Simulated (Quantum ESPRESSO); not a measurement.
Crystal: TiTe.

```
CELL_PARAMETERS angstrom
3.84200 0.00000 0.00000
-1.92100 3.32727 0.00000
0.00000 0.00000 6.40300
ATOMIC_POSITIONS crystal
Te 0.66667 0.33333 0.75000
Te 0.33333 0.66667 0.25000
Ti 0.00000 0.00000 0.50000
Ti 0.00000 0.00000 0.00000
```

Base run:

- Program: Quantum ESPRESSO 7.5
- Functional: LDA
- Potentials or basis: GBRV 1.5 LDA
- Cutoff: 612 eV
- Density cutoff: 4898 eV
- k mesh: 8 × 8 × 4
- Occupations: fermi-dirac, width 0.05 eV
- Spin: no spin polarisation

Its results: band gap on the k mesh none (metal or under the smearing width); pressure 1.1 GPa.

Task: The run is repeated on the same cell with these changes: functional from LDA to PBEsol; potentials or basis from GBRV 1.5 LDA to GBRV 1.5 PBEsol. What comes out?

Result: Band gap on the k mesh none (metal or under the smearing width); pressure 3.7 GPa.

Not every run made on this cell is shown here.
